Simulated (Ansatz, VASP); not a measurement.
# Cross-check of BN between VASP and Ansatz

One calculation is typed for both programs; each brings its own data sets. How far apart do they land? The cell is taken from a series of runs on this material, whose earlier steps may have relaxed, scaled, displaced or heated it; both programs get it as it stands.

Program: Ansatz 0.2.0. Level of theory: plane waves, with VASP 6.6.1 beside it; G0W0 gap at r2SCAN. Results are calculated unless marked as measured.

### 1. The starting structure

The structure is hexagonal, space group P6_3/mmc (No. 194). The conventional cell has a = 2.504 Å, b = 2.504 Å, c = 6.661 Å, α = 90.00°, β = 90.00°, γ = 120.00°. Nearest to B lie 3 N at 1.45 Å. Nearest to N lie 3 B at 1.45 Å. Farther neighbours and most contacts between anions are not listed.

### 2. Ansatz: G0W0 gap, r2SCAN

Ansatz runs on its default PAW (the set named soft_2) files.

Quasiparticle shifts depend on high empty states and on the cores, so they are the hardest test of two PAW sets.

input.yaml reads:

```yaml
crystal:
  lattice:
    - [2.50399, 0.0, 0.0]
    - [-1.251995, 2.1685189508, 0.0]
    - [0.0, 0.0, 6.6612]
  atoms:
    - { symbol: B, position: [0.3333333333, 0.6666666667, 0.25] }
    - { symbol: B, position: [0.6666666667, 0.3333333333, 0.75] }
    - { symbol: "N", position: [0.3333333333, 0.6666666667, 0.75] }
    - { symbol: "N", position: [0.6666666667, 0.3333333333, 0.25] }
kpoints:
  mp_grid: { grid: [9, 9, 2] }
hamiltonian:
  xc: r2scan
scf:
  occupations: { method: fixed }
gw:
  n_empty_bands: 107
  ecut_chi: 120
  qp_bands: [v2, c2]
  qp_kpoints: band_edges
  screening: { model: contour_deformation }
```

Run with:

```console
> ansatz run input.yaml --threads 2 --pin off --max-ram 92160MiB --backend cuda --devices 1 --max-vram 13GiB --events-out ev --progress --plain --runs-dir out
```

Numbers of over 12 decimals in the logs are rounded to 6 here.

Log:

```text
GPUs: using 1 of 1 available (devices: 1).
Engine: ansatz 0.2.0, x86_64-unknown-linux-gnu
Pseudopotentials: kind: paw
Pseudopotential: B, paw, valence charge 3, recommended cutoff 500 eV (meta_gga), B.paw.azcp
Pseudopotential: N, paw, valence charge 5, recommended cutoff 500 eV (meta_gga), N.paw.azcp
Functional definition: r2SCAN
  parameter k0 = 0.174
  parameter k1 = 0.065
  parameter a1 = 4.9479
  exchange = r2scan_x(k0 = k0, k1 = k1, a1 = a1)
  correlation = r2scan_c
device memory: the entry about to start is reckoned to put 0.5 GiB on a device that reports 61.4 GiB free (of which the cap on the GPU budget leaves the run 13.0 GiB)
GPU FFT provider: cuFFT
GPU libraries: cuBLAS 13.8.2, cuFFT 12.4.0, cuSOLVER 12.3.4
Crystal: 4 atoms, lattice volume = 36.170 Å³
Basis set: ecut = 500 eV, 907 PW (Γ), exchange–correlation on 80×80×200 points (64 copies of the dense FFT grid, shifted against one another)
Bands: 12, of which v1, the nominal top of the filled ones, is band 8 counted from 1 (7 counted from 0)
Symmetry: 24 space group operations
Space group: P63/mmc (ITA 194), of the structure as read, at distance tolerance 3.3e-5 Å
k-points: 24 of 162
Non-local potential: B, projectors of the file, l = 0: 2, l = 1: 2, l = 2: 1
Non-local potential: N, projectors of the file, l = 0: 2, l = 1: 2, l = 2: 1
PAW form: soft (Blöchl's): semilocal exchange-correlation on the pseudo side does not see the compensation charge
PAW frozen core: B, regenerated for the run's functional (the file was generated under x = pbe(κ = 0.804, μ = 0.219515), c = pbe(β = 0.066725))
PAW frozen core: N, regenerated for the run's functional (the file was generated under x = pbe(κ = 0.804, μ = 0.219515), c = pbe(β = 0.066725))
PAW one-centre angular grid: B, 302 points (default); XC on 160 Gauss nodes
PAW one-centre angular grid: N, 302 points (default); XC on 160 Gauss nodes
Initial density: superposition of atomic densities (neutral atoms: chi_scale 0, normalization atom), corrected by the library's trained network
Initial wavefunctions: pseudopotential atomic-orbital guess
GPU buffer pool allocated for 20000 grid points (all kernels)
GPU transforms: local potential: pruned to the plane-wave sphere, on 18×20×50; band sums: pruned to the plane-wave sphere, on 20×20×50
Functional: x = r2scan, c = r2scan; τ floored in thin density (d = 2e-4 eV/Å³)
SCF iter   1: F=—  HF=-1088.115359 eV  |F-HF|=—  |Δ(HF+E_count)|=         —  Δρ=8.62e-3  dr2=1.97e-2  dr2_τ=6.87e-1  ethr=1.77e-3  ⟨swp⟩=5.2  Hψ=1641  notcnv=0  defer=41
preconditioner: auto → none  [insulator: Δε(μ)=4.999 eV  Ē_g=16.844 eV  n_scr=4 (ndim 8)  ℏωp=24.7 eV  f_vac=0.023  ε∞_Penn≈3.1]
SCF iter   2: F=—  HF=-1088.245376 eV  |F-HF|=—  |Δ(HF+E_count)|=   1.30e-1  Δρ=5.11e-3  dr2=4.12e-3  dr2_τ=3.09e-4  ethr=1.23e-4  ⟨swp⟩=2.1  Hψ=723  notcnv=0  defer=47
SCF iter   3: F=—  HF=-1088.245121 eV  |F-HF|=—  |Δ(HF+E_count)|=   2.55e-4  Δρ=8.99e-4  dr2=2.11e-4  dr2_τ=1.03e-4  ethr=2.58e-5  ⟨swp⟩=3.0  Hψ=528  notcnv=0  defer=48
SCF iter   4: F=—  HF=-1088.245104 eV  |F-HF|=—  |Δ(HF+E_count)|=   1.69e-5  Δρ=2.81e-4  dr2=2.03e-5  dr2_τ=1.74e-6  ethr=1.32e-6  ⟨swp⟩=2.0  Hψ=479  notcnv=0  defer=47
SCF iter   5: F=—  HF=-1088.245099 eV  |F-HF|=—  |Δ(HF+E_count)|=   5.32e-6  Δρ=1.01e-4  dr2=2.15e-6  dr2_τ=2.15e-7  ethr=1.27e-7  ⟨swp⟩=2.0  Hψ=468  notcnv=0  defer=6
SCF iter   6: F=—  HF=-1088.245099 eV  |F-HF|=—  |Δ(HF+E_count)|=   6.42e-7  Δρ=3.93e-5  dr2=3.72e-7  dr2_τ=8.36e-9  ethr=1.35e-8  ⟨swp⟩=2.0  Hψ=427  notcnv=0  defer=6
SCF iter   7: F=-1088.245099 eV  HF=-1088.245099 eV  |F-HF|=4.11e-10  |Δ(HF+E_count)|=   4.10e-8  Δρ=4.50e-6  dr2=3.44e-9  dr2_τ=3.63e-10  ethr=6.25e-10  ⟨swp⟩=4.9  Hψ=1102  notcnv=0
SCF 1 converged in 7 iterations: F = -1088.245099 eV  dr2 = 3.44e-9
  greatest PAW one-centre occupation: 0.805 electrons in one spin orbital (limit 2), on the N atom at site 3 (counted from 0), in its partial waves of l = 0
device memory: the entry about to start is reckoned to put 0.6 GiB on a device that reports 62.6 GiB free (of which the cap on the GPU budget leaves the run 13.0 GiB)
NSCF: frozen V_eff on 24 k-points, pencils in batches of 32, up to order 48
the band table was solved once the SCF had ended and its energy, with any forces and stress, was formed, with the checks that follow a solve (1922 applications of the Hamiltonian). They found nothing against the state; the energy, forces and stress were not computed again (output.eigenvalues in the input reference)
device memory: the entry about to start is reckoned to put 1.5 GiB on a device that reports 57.9 GiB free (of which the cap on the GPU budget leaves the run 13.0 GiB)
NSCF: frozen V_eff on 24 k-points
G₀W₀ screening: q 1/24
[... further progress lines ...]
device memory: the entry about to start is reckoned to put 0.3 GiB on a device that reports 59.2 GiB free (of which the cap on the GPU budget leaves the run 13.0 GiB)
NSCF: frozen V_eff on 1 k-points
device memory: the entry about to start is reckoned to put 0.3 GiB on a device that reports 59.1 GiB free (of which the cap on the GPU budget leaves the run 13.0 GiB)
NSCF: frozen V_eff on 1 k-points
SCF converged after 7 iterations
Free energy (F): -1088.245099 eV
Harris-Foulkes:  -1088.245099 eV  (|F-HF|=4.11e-10)
Internal energy: -1088.245099 eV  (E = F + TS)
E sigma→0 (E₀):  -1088.245099 eV
Fermi energy:    4.442672 eV
--- Per-component energies (eV) ---
  E_band       = -48.250948
  E_kinetic    = 367.078006
  E_local      = -695.119315  (includes V_loc(G=0)·N_el)
  E_nonlocal   = 114.066888
  E_hartree    = 225.331275
  E_xc         = -181.989819
  E_vxc        = -252.360798  (∫ρ·V_xc dr)
  E_paw        = -419.640943  (= ΣΔE_a)
  E_vpaw       = -47.009258  (= ΣTr[D̂ρ^β])
  E_aug_tail   = 0.000045  (compensation charges beyond the density's cutoff)
  E_vtau       = 14.431447  (kinetic-family band-sum trace: ∫τ·v_τ [+ j·A + Jᵃ·Aᵃ] dr)
  E_ewald      = -497.875223
  E_core_change = -0.096013  (= ΣΔE_core)
  E_smearing   = -0.000000  (= −TS)
  E_closure    = -0.000000  (closes the sum)
  Σ components = -1088.245099   (vs F -1088.245099, Δ=0.00e0)
--- Band table (eV; the first three rows and the last of 24) ---
  k-point 0: bands = [... 4 lower, 3.0939, 3.0939, 3.1317, 3.1317, 10.0536, 15.4755, 16.8152, 16.8152]
  k-point 1: bands = [... 4 lower, 3.1127, 3.1127, 3.1127, 3.1127, 12.5242, 12.5242, 16.8790, 16.8790]
  k-point 2: bands = [... 4 lower, 2.0848, 2.1181, 2.6333, 2.6780, 10.4966, 15.3087, 16.5115, 16.8338]
  k-point 23: bands = [... 4 lower, -3.0278, -3.0278, 4.4427, 4.4427, 9.7375, 9.7375, 16.9676, 16.9676]
--- G₀W₀: contour deformation, 6 samples at zero and on the imaginary axis and 1 off it, 162 q-points, 107 empty bands' worth ---
  eigenvalues of the whole cell's RPA ε∞ on this k-mesh (on a slab, of 1 + 4πα/V) = 2.4388, 4.1319, 4.1319; static W/v taken at q = 0 is 0.306573
  bands read: the sum over 115 bands ends inside a degenerate multiplet in 13 slots, whose members it reads at an even weight; the widest, k=1: bands 115 to 118 (counted from 1) at 1/4 each
  gw.qp_kpoints: band_edges: 11 of 24 stored k-points solved, in 1 pass; an edge of the gap read off the rows below is read off those points alone
    valence top: of the k-points left out ik 14 came nearest to being solved in a further pass, in band 8 (counted from 1, as in the quasiparticle table): it holds the edge there only if its correction is more favourable than any solved in that band by at least 0.892 eV; those differ by 0.243 eV
    conduction bottom: of the k-points left out ik 9 came nearest to being solved in a further pass, in band 9 (counted from 1, as in the quasiparticle table): it holds the edge there only if its correction is more favourable than any solved in that band by at least 0.462 eV; those differ by 0.341 eV
    ik  band        ε_KS         Σx   Σc(E_QP)       V_xc       Z   E_QP_lin       E_QP  E_QP is
     0     7      3.1317   -23.6800     3.3249   -19.5076  0.8085     2.2778     2.2842  root
     0     8      3.1317   -23.6800     3.3249   -19.5076  0.8085     2.2778     2.2842  root
     0     9     10.0536    -4.8404    -3.8149    -8.9717  0.8500    10.3707    10.3700  root
     0    10     15.4755    -7.5798    -5.1312   -13.5580  0.7766    16.3324    16.3224  root
     1     7      3.1127   -23.6658     3.3298   -19.4848  0.8084     2.2550     2.2615  root
     1     8      3.1127   -23.6658     3.3298   -19.4848  0.8084     2.2550     2.2615  root
     1     9     12.5242    -6.2079    -4.2281   -11.0058  0.8284    13.0972    13.0940  root
     1    10     12.5242    -6.2079    -4.2281   -11.0058  0.8284    13.0972    13.0940  root
     2     7      2.6333   -23.5317     3.4145   -19.2373  0.8057     1.7460     1.7534  root
     2     8      2.6780   -23.5694     3.4054   -19.2920  0.8059     1.7989     1.8060  root
     2     9     10.4966    -4.8105    -3.8402    -8.9702  0.8487    10.8168    10.8160  root
     2    10     15.3087    -7.8632    -5.1653   -13.9178  0.7748    16.2106    16.1979  root
     3     7      2.6556   -23.5508     3.4103   -19.2645  0.8058     1.7723     1.7795  root
     3     8      2.6556   -23.5508     3.4103   -19.2645  0.8058     1.7723     1.7795  root
     3     9     12.8369    -6.2712    -4.2570   -11.1170  0.8258    13.4293    13.4258  root
     3    10     12.8369    -6.2712    -4.2570   -11.1170  0.8258    13.4293    13.4258  root
     8     7      2.6463   -19.0219     2.8424   -15.2944  0.7908     1.7516     1.7611  root
     8     8      3.8519   -20.5849     2.7547   -17.1305  0.7946     3.1473     3.1522  root
     8     9      9.6612    -5.8119    -4.1674   -10.5529  0.8314    10.2375    10.2348  root
     8    10     11.0376    -7.5383    -4.4442   -12.7979  0.8130    11.8598    11.8530  root
    16     7      3.2055   -19.3932     2.7329   -15.8391  0.7944     2.3769     2.3843  root
    16     8      4.1328   -20.6815     2.6983   -17.3144  0.7965     3.4598     3.4641  root
    16     9      9.4188    -5.6577    -4.1818   -10.3936  0.8323     9.9753     9.9729  root
    16    10     10.6549    -7.2983    -4.3988   -12.4705  0.8160    11.4340    11.4283  root
[...]
22     7      4.3686   -20.4120     2.5550   -17.2086  0.7993     3.7164     3.7202  root
    22     8      4.3686   -20.4120     2.5550   -17.2086  0.7993     3.7164     3.7202  root
    22     9      9.9601    -6.3702    -4.4200   -11.4418  0.8209    10.6155    10.6116  root
    22    10      9.9601    -6.3702    -4.4200   -11.4418  0.8209    10.6155    10.6116  root
    23     7      4.4427   -20.6688     2.5785   -17.4568  0.7990     3.8055     3.8091  root
    23     8      4.4427   -20.6688     2.5785   -17.4568  0.7990     3.8055     3.8091  root
    23     9      9.7375    -5.9744    -4.3729   -10.9532  0.8245    10.3466    10.3434  root
    23    10      9.7375    -5.9744    -4.3729   -10.9532  0.8245    10.3466    10.3434  root
```

(Continued in part 2 of 2.)

[Lines on the potential files, build, host, timing and source positions are cut from VASP's logs without a mark.]

[Logs are printed without paths, hosts, clocks, repeated set-up lines and the standing remarks that a program may print on its own settings, such as how far it seeks lower states.]

[Hosts, paths, dates, database ids (printed as entryN), source tags and the programs' standing remarks are cut or masked in the printed files.]
